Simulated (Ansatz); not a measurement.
Bi, 1 atom in the cell. Symmetry: Im-3m, No. 229, cubic system. The conventional cell has a = 3.963 Å, b = 3.963 Å, c = 3.963 Å, α = 90.00°, β = 90.00°, γ = 90.00°. Bi (site symmetry m-3m) is surrounded by 8 Bi at 3.43 Å. This isn't the form of Bi at room conditions, which is rhombohedral.

| Item | Value |
| --- | --- |
| Program | Ansatz 0.2.0 |
| Task | single point |
| Functional | PBE |
| Potentials or basis | all-electron LAPW, scalar-relativistic |
| Cutoff | 159 eV (chosen from the basis error) |
| Basis error allowed | 0.001 eV/atom |
| k mesh | 9 × 9 × 9 |
| Occupations | gaussian, width 0.015 eV |
| Spin | no spin polarisation |

Potentials or basis: all-electron LAPW, scalar-relativistic.

The run is started by

```sh
$ ansatz run input.yaml --threads 1 --pin off --max-ram 3072MiB --backend cpu --events-out ev --progress --plain --runs-dir out
```

Hardware: 1 thread of Arm Neoverse N1, with other jobs on the host.

Question: How long does it take, and how much memory?

Answer: It took 5.3 s on 1 thread of Arm Neoverse N1, on a shared host, peak memory 0.23 GiB. Counts: scf iterations 6, plane waves 141, k points 35, bands 23.
